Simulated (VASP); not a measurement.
# Ge (strained diamond), PBE single-point calculation: Ansatz's output and VASP's

```
Ge
1.0
     0.00000    2.69673    2.93322
     2.69673    0.00000    2.93322
     2.69673    2.69673    0.00000
Ge
2
Direct
  0.00000 0.00000 0.00000
  0.25000 0.25000 0.25000
```

Ansatz printed

```
SCF 1 converged in 7 iterations: F = -8589.779995 eV  dr2 = 9.74e-9
  greatest PAW one-centre occupation: 0.998 electrons in one spin orbital (limit 2), on the Ge atom at site 1 (counted from 0), in its partial waves of l = 2
NSCF: frozen V_eff on 6 k-points
SCF converged after 7 iterations
Free energy (F): -8589.779995 eV
Harris-Foulkes:  -8589.779995 eV  (|F-HF|=2.06e-8)
Internal energy: -8589.779635 eV  (E = F + TS)
E sigma→0 (E₀):  -8589.779815 eV
Entropy (-TS):   -0.000359 eV (-0.180 meV/atom)
Fermi energy:    9.591454 eV
--- Per-component energies (eV) ---
  E_band       = -278.536375
  E_kinetic    = 224.953141
  E_local      = -4848.829784  (includes V_loc(G=0)·N_el)
  E_nonlocal   = 837.996209
  E_hartree    = 2132.324384
  E_xc         = -152.110204
  E_vxc        = -130.535426  (∫ρ·V_xc dr)
  E_paw        = -4040.221401  (= ΣΔE_a)
  E_vpaw       = -626.762969  (= ΣTr[D̂ρ^β])
  E_aug_tail   = 0.000682  (compensation charges beyond the density's cutoff)
  E_ewald      = -2743.892661
  E_smearing   = -0.000359  (= −TS)
  E_closure    = -0.000000  (closes the sum)
  Σ components = -8589.779995   (vs F -8589.779995, Δ=0.00e0)
--- Forces (eV/Å), atoms counted from 1 ---
  atom   1  Ge    -0.00000000     0.00000000     0.00000000
  atom   2  Ge    -0.00000000     0.00000000     0.00000000
  max |Σ_I F_I| component: 5.55e-17 eV/Å
--- Stress (GPa, compression-positive) ---
       11.048399       0.000000       0.000000
        0.000000      11.048399      -0.000000
        0.000000       0.000000       3.995536
  P = ⅓ Tr σ = 8.6974 GPa (86.974 kbar)
--- Band table (eV; the first three rows and the last of 59) ---
  k-point 0: bands = ["-15.5110", "-15.5110", "-15.4867", "-15.4688", "-15.4565", "-15.2456", "-15.2135", "-15.2094", "-15.2094", "-15.1936", "-3.8373", "8.9006", "9.6467", "9.6467", "9.8996", "11.8700", "11.8700", "12.2713"]
  k-point 1: bands = ["-15.5205", "-15.5104", "-15.4969", "-15.4507", "-15.4447", "-15.2513", "-15.2348", "-15.2130", "-15.1907", "-15.1891", "-3.6352", "7.0654", "8.7884", "9.3103", "10.6634", "12.3769", "12.4347", "13.2181"]
  k-point 2: bands = ["-15.5341", "-15.5140", "-15.4970", "-15.4279", "-15.4266", "-15.2617", "-15.2533", "-15.2204", "-15.1876", "-15.1719", "-3.0474", "4.5871", "8.1230", "8.7953", "10.1724", "13.0589", "13.1671", "15.3559"]
  k-point 58: bands = ["-15.5594", "-15.5594", "-15.4663", "-15.4663", "-15.3329", "-15.3329", "-15.2416", "-15.2416", "-15.1376", "-15.1376", "-0.0182", "-0.0182", "6.5486", "6.5486", "10.5606", "10.5606", "19.3243", "19.3243"]
```

Datasets and cutoffs are each program's own. VASP's cell holds 28 valence electrons and Ansatz's 28. Ansatz's stress includes a Pulay correction; VASP's doesn't.

Question: What does VASP give for the same cell and level of theory?

Answer: gap between bands v and c -0.04 eV (bands overlap: a metal); least direct gap 0.26 eV; pressure 8.6 GPa.

From OUTCAR

```
k-points           NKPTS =     59   k-points in BZ     NKDIM =     59   number of bands    NBANDS=     21

   NELECT =      28.0000    total number of electrons

   dimension x,y,z NGX =    30 NGY =   30 NGZ =   28
   dimension x,y,z NGXF=    60 NGYF=   60 NGZF=   56

  energy-cutoff  :      520.00
  volume of cell :       42.66
      direct lattice vectors                 reciprocal lattice vectors
     0.000000000  2.696731961  2.933224658    -0.185409602  0.185409602  0.170460861
     2.696731961  0.000000000  2.933224658     0.185409602 -0.185409602  0.170460861
     2.696731961  2.696731961  0.000000000     0.185409602  0.185409602 -0.170460861

 k-points in reciprocal lattice and weights: KPOINTS created by Atomic Simulation Env
   0.00000000  0.00000000  0.00000000       0.002
   0.12500000  0.00000000  0.00000000       0.016
   0.25000000  0.00000000  0.00000000       0.016
   0.37500000  0.00000000  0.00000000       0.016
   0.50000000  0.00000000  0.00000000       0.008
   0.12500000  0.12500000  0.00000000       0.004
   0.25000000  0.12500000  0.00000000       0.016
   0.37500000  0.12500000  0.00000000       0.016
   ...

 E-fermi :   5.7947

 k-point     1 :       0.0000    0.0000    0.0000
  band No.  band energies     occupation
      1     -19.3224      2.00000
      2     -19.3224      2.00000
      3     -19.2988      2.00000
      4     -19.2793      2.00000
      5     -19.2682      2.00000
      6     -19.0583      2.00000
      7     -19.0257      2.00000
      8     -19.0214      2.00000
      9     -19.0214      2.00000
     10     -19.0047      2.00000
     11      -7.6364      2.00000
     12       5.0998      2.00000
     13       5.8457      0.14508
     14       5.8457      0.14506
     15       6.1059      0.00000
     16       8.0748      0.00000
     17       8.0748      0.00000
     18       8.4779      0.00000
     19      12.1830      0.00000
     20      14.2065      0.00000
     21      15.2541      0.00000

 k-point     2 :       0.1250    0.0000    0.0000
  band No.  band energies     occupation
      1     -19.3319      2.00000
      2     -19.3219      2.00000
      3     -19.3087      2.00000
      4     -19.2617      2.00000
      5     -19.2564      2.00000
      6     -19.0637      2.00000
      7     -19.0469      2.00000
      8     -19.0250      2.00000
      9     -19.0021      2.00000
     10     -19.0013      2.00000
     11      -7.4344      2.00000
     12       3.2660      2.00000
     13       4.9878      2.00000
     14       5.5095      2.00000
     15       6.8683      0.00000
     16       8.5819      0.00000
     17       8.6403      0.00000
     18       9.4238      0.00000
     19      13.1094      0.00000
     20      13.5854      0.00000
     21      14.9155      0.00000

 k-point     3 :       0.2500    0.0000    0.0000
  band No.  band energies     occupation
      1     -19.3455      2.00000
      2     -19.3256      2.00000
      3     -19.3087      2.00000
      4     -19.2389      2.00000
      5     -19.2383      2.00000
      6     -19.0736      2.00000
      7     -19.0654      2.00000
      8     -19.0324      2.00000
      9     -18.9995      2.00000
     10     -18.9841      2.00000
     11      -6.8467      2.00000
     12       0.7873      2.00000
     13       4.3226      2.00000
     14       4.9946      2.00000
     15       6.3768      0.00000
     16       9.2663      0.00000
     17       9.3733      0.00000
     18      11.5620      0.00000
     19      13.4431      0.00000
     20      14.2880      0.00000
     21      14.2959      0.00000

 k-point     4 :       0.3750    0.0000    0.0000
  band No.  band energies     occupation
      1     -19.3536      2.00000
      2     -19.3278      2.00000
      3     -19.3031      2.00000
      4     -19.2279      2.00000
      5     -19.2250      2.00000
      6     -19.0802      2.00000
      7     -19.0750      2.00000
      8     -19.0378      2.00000
      9     -19.0003      2.00000
     10     -18.9736      2.00000
     11      -5.9780      2.00000
     12      -1.2863      2.00000
     13       3.8498      2.00000
     14       4.6481      2.00000
     15       5.9573      0.00059
     16       9.3241      0.00000
     17       9.6690      0.00000
     18      13.0111      0.00000
     19      14.0543      0.00000
     20      15.1578      0.00000
     21      15.8270      0.00000

 ...

  Total        2.9258371      2.9258371      1.0426282      0.0000000      0.0000000      0.0000000
  in kB      109.8777697    109.8777697     39.1551761      0.0000000      0.0000000      0.0000000
  external PRESSURE =      86.3035719 kB  Pullay stress =       0.0000000 kB

 POSITION                                       TOTAL-FORCE (eV/Angst)
 -----------------------------------------------------------------------------------
      0.00000      0.00000      0.00000        -0.000000     -0.000000      0.000000
      1.34837      1.34837      1.46661         0.000000      0.000000     -0.000000
 -----------------------------------------------------------------------------------
    total drift:                                0.000000      0.000000      0.000000

  FREE ENERGIE OF THE ION-ELECTRON SYSTEM (eV)
  ---------------------------------------------------
  free  energy   TOTEN  =        -8.8492886686 eV

  energy  without entropy=       -8.8489247758  energy(sigma->0) =       -8.84910672
```
